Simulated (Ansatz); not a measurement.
# Preparing SiO2 (P3_121) as a host crystal, part 3 of 3

Aim: the runs on the perfect crystal SiO2 (P3_121) that a defect calculation needs first.

Ansatz 0.2.0; plane-wave PAW DFT, r2SCAN; relaxation of the host's cell and atoms; PAW set soft_1 (the session's first sound run).

So far. Step 3 (Dielectric tensors of the host): The principal values of the electronic dielectric tensor are 2.49, 2.49 and 2.52. The principal values of the static dielectric tensor are 4.64, 4.64 and 4.86.

## (7) Defect free supercell relaxed from displaced atoms

This step: plane-wave PAW DFT, r2SCAN; relaxation of the defect-free supercell from random displacements, a test of the host's stability; PAW set soft_1 (Ansatz 0.2.0).

Contents of pristine.rattled/input.yaml:

```yaml
crystal:
  lattice:
    - [9.8422041343, 0.0, 0.0]
    - [-4.9211020672, 8.5235988096, 0.0]
    - [0.0, 0.0, 10.8330695259]
  atoms:
    - { symbol: Si, position: [0.2655143582, 0.2655143582, 0.0] }
    - { symbol: Si, position: [0.0, 0.2344856418, 0.3333333334] }
    - { symbol: Si, position: [0.2344856418, 0.0, 0.1666666666] }
    - { symbol: O, position: [0.1345190254, 0.2066064985, 0.3922921182] }
    - { symbol: O, position: [0.2933935015, 0.4279125269, 0.0589587848] }
    - { symbol: O, position: [0.0720874731, 0.3654809746, 0.2256254514] }
    - { symbol: O, position: [0.2066064985, 0.1345190254, 0.1077078818] }
    - { symbol: O, position: [0.3654809746, 0.0720874731, 0.2743745486] }
    - { symbol: O, position: [0.4279125269, 0.2933935015, 0.4410412152] }
    - { symbol: Si, position: [0.2655143582, 0.2655143582, 0.5] }
    - { symbol: Si, position: [0.0, 0.2344856418, 0.8333333333] }
    - { symbol: Si, position: [0.2344856418, 0.0, 0.6666666666] }
    - { symbol: O, position: [0.1345190254, 0.2066064985, 0.8922921182] }
    - { symbol: O, position: [0.2933935015, 0.4279125269, 0.5589587848] }
    - { symbol: O, position: [0.0720874731, 0.3654809746, 0.7256254514] }
    - { symbol: O, position: [0.2066064985, 0.1345190254, 0.6077078818] }
    - { symbol: O, position: [0.3654809746, 0.0720874731, 0.7743745486] }
    - { symbol: O, position: [0.4279125269, 0.2933935015, 0.9410412152] }
    - { symbol: Si, position: [0.2655143582, 0.7655143582, 0.0] }
    - { symbol: Si, position: [0.0, 0.7344856418, 0.3333333334] }
    - { symbol: Si, position: [0.2344856418, 0.5, 0.1666666666] }
    - { symbol: O, position: [0.1345190254, 0.7066064985, 0.3922921182] }
    - { symbol: O, position: [0.2933935015, 0.9279125269, 0.0589587848] }
    - { symbol: O, position: [0.0720874731, 0.8654809746, 0.2256254514] }
    - { symbol: O, position: [0.2066064985, 0.6345190254, 0.1077078818] }
    - { symbol: O, position: [0.3654809746, 0.5720874731, 0.2743745486] }
    - { symbol: O, position: [0.4279125269, 0.7933935015, 0.4410412152] }
    - { symbol: Si, position: [0.2655143582, 0.7655143582, 0.5] }
    - { symbol: Si, position: [0.0, 0.7344856418, 0.8333333333] }
    - { symbol: Si, position: [0.2344856418, 0.5, 0.6666666666] }
    - { symbol: O, position: [0.1345190254, 0.7066064985, 0.8922921182] }
    - { symbol: O, position: [0.2933935015, 0.9279125269, 0.5589587848] }
    - { symbol: O, position: [0.0720874731, 0.8654809746, 0.7256254514] }
    - { symbol: O, position: [0.2066064985, 0.6345190254, 0.6077078818] }
    - { symbol: O, position: [0.3654809746, 0.5720874731, 0.7743745486] }
    - { symbol: O, position: [0.4279125269, 0.7933935015, 0.9410412152] }
    - { symbol: Si, position: [0.7655143582, 0.2655143582, 0.0] }
    - { symbol: Si, position: [0.5, 0.2344856418, 0.3333333334] }
    - { symbol: Si, position: [0.7344856418, 0.0, 0.1666666666] }
    - { symbol: O, position: [0.6345190254, 0.2066064985, 0.3922921182] }
    - { symbol: O, position: [0.7933935015, 0.4279125269, 0.0589587848] }
    - { symbol: O, position: [0.5720874731, 0.3654809746, 0.2256254514] }
    - { symbol: O, position: [0.7066064985, 0.1345190254, 0.1077078818] }
    - { symbol: O, position: [0.8654809746, 0.0720874731, 0.2743745486] }
    - { symbol: O, position: [0.9279125269, 0.2933935015, 0.4410412152] }
    - { symbol: Si, position: [0.7655143582, 0.2655143582, 0.5] }
    - { symbol: Si, position: [0.5, 0.2344856418, 0.8333333333] }
    - { symbol: Si, position: [0.7344856418, 0.0, 0.6666666666] }
    - { symbol: O, position: [0.6345190254, 0.2066064985, 0.8922921182] }
    - { symbol: O, position: [0.7933935015, 0.4279125269, 0.5589587848] }
    - { symbol: O, position: [0.5720874731, 0.3654809746, 0.7256254514] }
    - { symbol: O, position: [0.7066064985, 0.1345190254, 0.6077078818] }
    - { symbol: O, position: [0.8654809746, 0.0720874731, 0.7743745486] }
    - { symbol: O, position: [0.9279125269, 0.2933935015, 0.9410412152] }
    - { symbol: Si, position: [0.7655143582, 0.7655143582, 0.0] }
    - { symbol: Si, position: [0.5, 0.7344856418, 0.3333333334] }
    - { symbol: Si, position: [0.7344856418, 0.5, 0.1666666666] }
    - { symbol: O, position: [0.6345190254, 0.7066064985, 0.3922921182] }
    - { symbol: O, position: [0.7933935015, 0.9279125269, 0.0589587848] }
    - { symbol: O, position: [0.5720874731, 0.8654809746, 0.2256254514] }
    - { symbol: O, position: [0.7066064985, 0.6345190254, 0.1077078818] }
    - { symbol: O, position: [0.8654809746, 0.5720874731, 0.2743745486] }
    - { symbol: O, position: [0.9279125269, 0.7933935015, 0.4410412152] }
    - { symbol: Si, position: [0.7655143582, 0.7655143582, 0.5] }
    - { symbol: Si, position: [0.5, 0.7344856418, 0.8333333333] }
    - { symbol: Si, position: [0.7344856418, 0.5, 0.6666666666] }
    - { symbol: O, position: [0.6345190254, 0.7066064985, 0.8922921182] }
    - { symbol: O, position: [0.7933935015, 0.9279125269, 0.5589587848] }
    - { symbol: O, position: [0.5720874731, 0.8654809746, 0.7256254514] }
    - { symbol: O, position: [0.7066064985, 0.6345190254, 0.6077078818] }
    - { symbol: O, position: [0.8654809746, 0.5720874731, 0.7743745486] }
    - { symbol: O, position: [0.9279125269, 0.7933935015, 0.9410412152] }
basis:
  ecutwfc: 500
  xc_grid: 2
hamiltonian:
  xc: r2scan
  pseudopotentials: { kind: paw, azcp: { folder: soft_1 } }
kpoints:
  mp_grid: { grid: [1, 1, 1], shift: [0.25, 0.25, 0.25] }
scf:
  occupations: { method: fermi_dirac, width: 0.01 }
  max_iter: 80
output:
  forces: true
relax:
  f_tol: 0.01
  max_steps: 120
  random_displacement: { amplitude: 0.08, seed: 6596 }
checkpoint:
  write: "../pristine.rattled.run"
  compress: false
  write_wavefunctions: false
  write_every: 100000
```

Command:

```sh
ansatz run input.yaml --threads 8 --pin off --max-ram 22609MiB --backend cpu --events-out ev --progress --plain --runs-dir out
```

Numbers of over 12 decimals in the logs are rounded to 6 here.

The program printed:

```text
[...]
Crystal: 72 atoms, lattice volume = 908.797 Å³
Basis set: ecut = 500 eV, 23025 PW (Γ), exchange–correlation on 144×144×160 points (8 copies of the dense FFT grid, shifted against one another)
Bands: 264, of which v1, the nominal top of the filled ones, is band 192 counted from 1 (191 counted from 0)
Symmetry: 1 space group operations
k-points: 1
[...]
SCF iter   1: F=—  HF=-42745.284318 eV  |F-HF|=—  |Δ(HF+E_count)|=         —  Δρ=1.33e-1  dr2=1.47e2  dr2_τ=1.71e1  ethr=3.10e-3  ⟨swp⟩=6.0  Hψ=1178  notcnv=0  defer=34
[...]
SCF iter   9: F=-42714.136607 eV  HF=-42714.136607 eV  |F-HF|=9.90e-8  |Δ(HF+E_count)|=   2.61e-6  Δρ=6.80e-6  dr2=3.40e-7  dr2_τ=4.86e-8  ethr=6.51e-10  ⟨swp⟩=5.0  Hψ=803  notcnv=0
SCF 1 converged in 9 iterations: F = -42714.136607 eV  dr2 = 3.40e-7
[...]
relax step   1: F+E_penalty+E_count = -42714.13660691 eV  Δ(F+E_penalty+E_count) = +0.000e0 eV  max|allowed force component| = 7.890e0 eV/Å  Δτ_max = 0.0000 Å  (9 SCF iters, dr2 threshold 2.50e-6 eV, accepted)
[...]
relax step   2: F+E_penalty+E_count = -42719.06043836 eV  Δ(F+E_penalty+E_count) = -4.924e0 eV  max|allowed force component| = 4.644e0 eV/Å  Δτ_max = 0.0601 Å  (6 SCF iters, dr2 threshold 1.00e-4 eV, accepted)
relax step   3: F+E_penalty+E_count = -42722.40168516 eV  Δ(F+E_penalty+E_count) = -3.341e0 eV  max|allowed force component| = 1.242e-1 eV/Å  Δτ_max = 0.0825 Å  (6 SCF iters, dr2 threshold 1.00e-4 eV, accepted)
relax step   4: F+E_penalty+E_count = -42722.41530563 eV  Δ(F+E_penalty+E_count) = -1.362e-2 eV  max|allowed force component| = 5.174e-3 eV/Å  Δτ_max = 0.0335 Å  (8 SCF iters, dr2 threshold 9.64e-7 eV, accepted)
[...]
SCF iter   2: F=-42722.415306 eV  HF=-42722.415306 eV  |F-HF|=6.57e-9  |Δ(HF+E_count)|=   1.55e-8  Δρ=2.09e-6  dr2=3.07e-8  dr2_τ=2.09e-9  ethr=2.60e-11  ⟨swp⟩=2.0  Hψ=758  notcnv=0
SCF 5 converged in 2 iterations: F = -42722.415306 eV  dr2 = 3.07e-8
relax step   5: F+E_penalty+E_count = -42722.41530565 eV  Δ(F+E_penalty+E_count) = -2.074e-8 eV  max|allowed force component| = 5.167e-3 eV/Å  Δτ_max = 0.0000 Å  (2 SCF iters, accepted)
[...]
SCF iter   2: F=-42722.415306 eV  HF=-42722.415306 eV  |F-HF|=3.35e-10  |Δ(HF+E_count)|=   2.02e-9  Δρ=1.10e-6  dr2=9.17e-9  dr2_τ=5.72e-10  ethr=8.00e-12  ⟨swp⟩=3.0  Hψ=604  notcnv=0
SCF 6 converged in 2 iterations: F = -42722.415306 eV  dr2 = 9.17e-9
SCF converged after 2 iterations
Free energy (F): -42722.415306 eV
[...]
Internal energy: -42722.415306 eV  (E = F + TS)
E sigma→0 (E₀):  -42722.415306 eV
Fermi energy:    5.703756 eV
[...]
--- Forces (eV/Å), atoms counted from 1 ---
  atom   1  Si     0.00072981    -0.00013838     0.00292701
  atom   2  Si    -0.00056511     0.00227902    -0.00027914
  atom   3  Si     0.00121103     0.00053435     0.00046137
  atom   4  O      0.00416058     0.00075121    -0.00170592
  atom   5  O      0.00399754     0.00398850     0.00046563
  atom   6  O     -0.00235179    -0.00144504    -0.00138284
  atom   7  O     -0.00202756    -0.00041853     0.00113861
  atom   8  O      0.00303688    -0.00253343     0.00227168
  atom   9  O      0.00360247     0.00148403    -0.00127870
  atom  10  Si    -0.00137086    -0.00040297    -0.00196829
  atom  11  Si     0.00219898     0.00144653     0.00136599
  atom  12  Si     0.00066948     0.00111440     0.00022478
  atom  13  O      0.00218422    -0.00005471    -0.00089544
  atom  14  O      0.00362443     0.00039887     0.00075394
  atom  15  O     -0.00081106    -0.00306359     0.00207848
  atom  16  O     -0.00166982    -0.00166846     0.00130200
  atom  17  O     -0.00263880    -0.00063160     0.00018146
  atom  18  O      0.00276215     0.00029089     0.00054984
  atom  19  Si    -0.00144250     0.00051927     0.00156653
  atom  20  Si    -0.00070962     0.00318013    -0.00221518
  atom  21  Si    -0.00024782    -0.00032381     0.00052062
  atom  22  O      0.00002141    -0.00103080     0.00040881
  atom  23  O      0.00186288     0.00276427     0.00021865
  atom  24  O     -0.00324157     0.00106663     0.00114055
  atom  25  O     -0.00280115    -0.00053656     0.00037736
  atom  26  O     -0.00000165    -0.00057713    -0.00174131
  atom  27  O     -0.00029441     0.00151907    -0.00208485
  atom  28  Si    -0.00157793    -0.00373089    -0.00018268
  atom  29  Si    -0.00104500     0.00230897    -0.00145510
  atom  30  Si    -0.00152296     0.00117903     0.00004995
  atom  31  O     -0.00128955    -0.00136897    -0.00033401
  atom  32  O      0.00149604    -0.00019524     0.00000753
  atom  33  O     -0.00409086    -0.00234951     0.00321272
  atom  34  O     -0.00085212    -0.00257563     0.00042615
  atom  35  O     -0.00098430     0.00042880    -0.00100529
  atom  36  O      0.00036080     0.00295193    -0.00105971
  atom  37  Si    -0.00050197    -0.00020773     0.00094009
  atom  38  Si    -0.00056838     0.00197229    -0.00148602
  atom  39  Si     0.00046084     0.00219202    -0.00196557
  atom  40  O      0.00496314    -0.00094503    -0.00210027
[...]
atom  61  O     -0.00517440    -0.00124143     0.00196606
  atom  62  O     -0.00007076    -0.00146417    -0.00274650
  atom  63  O      0.00109035    -0.00004479    -0.00146968
  atom  64  Si    -0.00149031    -0.00182885     0.00147763
  atom  65  Si    -0.00162452     0.00292966    -0.00074347
  atom  66  Si     0.00222060     0.00059545    -0.00173550
  atom  67  O      0.00014335    -0.00241286     0.00055388
  atom  68  O      0.00159074     0.00051379    -0.00039006
  atom  69  O     -0.00313361    -0.00044663     0.00154109
  atom  70  O     -0.00249640    -0.00262418     0.00120852
  atom  71  O      0.00116417    -0.00175512    -0.00016833
  atom  72  O     -0.00045452     0.00133473    -0.00046503
  max |Σ_I F_I| component: 1.16e-3 eV/Å
--- Relaxed structure (5 steps of the walk, 5 accepted, 0 SCFs on fresh bases) ---
  F+E_penalty+E_count = -42722.41530565 eV   max|allowed force component| = 5.167e-3 eV/Å
  atoms:
    - { symbol: Si, position: [0.265892, 0.265418, -0.000469] }
    - { symbol: Si, position: [0.000230, 0.234565, 0.333160] }
    - { symbol: Si, position: [0.235066, -0.000123, 0.166110] }
    - { symbol: O, position: [0.134550, 0.206472, 0.392224] }
    - { symbol: O, position: [0.293711, 0.427660, 0.058742] }
    - { symbol: O, position: [0.072558, 0.365475, 0.225394] }
    - { symbol: O, position: [0.206858, 0.134118, 0.107025] }
    - { symbol: O, position: [0.365811, 0.072373, 0.273973] }
    - { symbol: O, position: [0.428230, 0.293787, 0.440490] }
    - { symbol: Si, position: [0.265888, 0.265675, 0.499695] }
    - { symbol: Si, position: [0.000598, 0.234761, 0.832860] }
    - { symbol: Si, position: [0.235557, 0.000304, 0.666202] }
    - { symbol: O, position: [0.135099, 0.206749, 0.891672] }
    - { symbol: O, position: [0.293849, 0.428140, 0.558577] }
    - { symbol: O, position: [0.072747, 0.365925, 0.725257] }
    - { symbol: O, position: [0.207425, 0.134772, 0.607469] }
    - { symbol: O, position: [0.366390, 0.072442, 0.774025] }
    - { symbol: O, position: [0.428457, 0.293647, 0.940676] }
    - { symbol: Si, position: [0.266524, 0.765551, -0.000314] }
    - { symbol: Si, position: [0.000834, 0.734585, 0.333152] }
    - { symbol: Si, position: [0.235063, 0.499911, 0.166493] }
    - { symbol: O, position: [0.135407, 0.706831, 0.392175] }
    - { symbol: O, position: [0.294426, 0.928015, 0.058545] }
    - { symbol: O, position: [0.072795, 0.864970, 0.224979] }
    - { symbol: O, position: [0.207602, 0.634691, 0.107525] }
    - { symbol: O, position: [0.365967, 0.571782, 0.274313] }
    - { symbol: O, position: [0.428951, 0.793641, 0.440572] }
    - { symbol: Si, position: [0.266713, 0.766018, 0.499695] }
    - { symbol: Si, position: [0.001121, 0.734663, 0.832945] }
    - { symbol: Si, position: [0.235342, 0.500370, 0.666456] }
    - { symbol: O, position: [0.135522, 0.706612, 0.891940] }
    - { symbol: O, position: [0.294797, 0.928641, 0.558381] }
    - { symbol: O, position: [0.073276, 0.865307, 0.724972] }
    - { symbol: O, position: [0.208047, 0.635372, 0.607700] }
    - { symbol: O, position: [0.366326, 0.571968, 0.774234] }
    - { symbol: O, position: [0.428929, 0.793379, 0.940760] }
    - { symbol: Si, position: [0.766231, 0.265628, -0.000277] }
    - { symbol: Si, position: [0.500366, 0.234766, 0.332918] }
    - { symbol: Si, position: [0.735035, -0.000132, 0.166199] }
    - { symbol: O, position: [0.634781, 0.206883, 0.392055] }
    - { symbol: O, position: [0.794576, 0.427956, 0.059141] }
    - { symbol: O, position: [0.572689, 0.365681, 0.225151] }
    - { symbol: O, position: [0.706869, 0.134108, 0.107059] }
    - { symbol: O, position: [0.865534, 0.072230, 0.274243] }
    - { symbol: O, position: [0.928235, 0.293684, 0.440780] }
    - { symbol: Si, position: [0.765814, 0.265727, 0.499736] }
    - { symbol: Si, position: [0.500731, 0.234966, 0.832966] }
    - { symbol: Si, position: [0.735011, 0.000182, 0.666157] }
    - { symbol: O, position: [0.635412, 0.207371, 0.891921] }
    - { symbol: O, position: [0.793973, 0.428208, 0.558739] }
    - { symbol: O, position: [0.572706, 0.366004, 0.725265] }
    - { symbol: O, position: [0.706820, 0.134591, 0.607368] }
    - { symbol: O, position: [0.865982, 0.072434, 0.773875] }
    - { symbol: O, position: [0.928614, 0.293517, 0.940749] }
    - { symbol: Si, position: [0.766862, 0.765899, -0.000392] }
    - { symbol: Si, position: [0.500770, 0.734321, 0.332927] }
    - { symbol: Si, position: [0.735407, 0.500153, 0.166553] }
    - { symbol: O, position: [0.635456, 0.706679, 0.391874] }
    - { symbol: O, position: [0.794687, 0.928230, 0.058672] }
    - { symbol: O, position: [0.572666, 0.864853, 0.224854] }
    - { symbol: O, position: [0.708083, 0.634868, 0.107293] }
    - { symbol: O, position: [0.865903, 0.572034, 0.274661] }
    - { symbol: O, position: [0.929057, 0.794111, 0.440682] }
    - { symbol: Si, position: [0.766544, 0.766030, 0.499579] }
    - { symbol: Si, position: [0.500995, 0.734475, 0.833014] }
    - { symbol: Si, position: [0.735262, 0.500469, 0.666451] }
    - { symbol: O, position: [0.635779, 0.706957, 0.891913] }
    - { symbol: O, position: [0.794155, 0.928446, 0.558328] }
    - { symbol: O, position: [0.572815, 0.865251, 0.725104] }
    - { symbol: O, position: [0.707862, 0.635298, 0.607506] }
    - { symbol: O, position: [0.866143, 0.572279, 0.774272] }
    - { symbol: O, position: [0.929323, 0.794012, 0.940580] }
```

Elapsed: 48 s, on 8 threads of Arm Neoverse V2, shared host; peak memory 2 GiB; 5.6 min of CPU time.

The steps of the relaxation:

```tsv
step	energy less that of the first step (eV)	largest force component (eV/Å)
1	0.0000	7.8899
2	-4.9238	4.6438
3	-8.2651	0.1242
4	-8.2787	0.0052
5	-8.2787	0.0052
```

The relaxation ends 115 meV an atom lower than the displaced start, with a largest force component of 0.0052 eV/Å.

## (8) Summary of results

| Property | Result |
| --- | --- |
| primitive cell vectors, lengths | 4.921, 4.921, 5.417 Å |
| electronic dielectric constant | principal values (2.49, 2.49, 2.52) |
| static dielectric constant | principal values (4.64, 4.64, 4.86) |
| gap on the k-mesh of the response run (PBEsol) | 5.83 eV |
| supercell relaxed in its symmetry less the displaced and relaxed one | 0.000 eV |
| energy an atom at one point at (¼, ¼, ¼) less that on the dense mesh | 0.000 eV |

**Reading.** Step 7: The energy fell by 8.279 eV from the randomly displaced start; against the sites as typed, O60 ends farthest off, by 0.01 Å, once the mean shift is taken out. The displaced cell ends within 0.01 eV of the symmetric one relaxed in its symmetry, so no lower structure shows in this supercell. The k-mesh can miss the band edges, so this gap is an upper bound at this level. All at zero temperature.

[Logs are printed without paths, hosts, clocks, repeated set-up lines and the standing remarks that a program may print on its own settings, such as how far it seeks lower states.]

[Hosts, paths, dates, database ids (printed as entryN), source tags and the programs' standing remarks are cut or masked in the printed files.]

[Runs of the host that timed out are not shown.]

[For some hosts the program warned that the k-mesh of the response run may be too coarse for force constants and the static dielectric constant; such warnings are not always shown.]
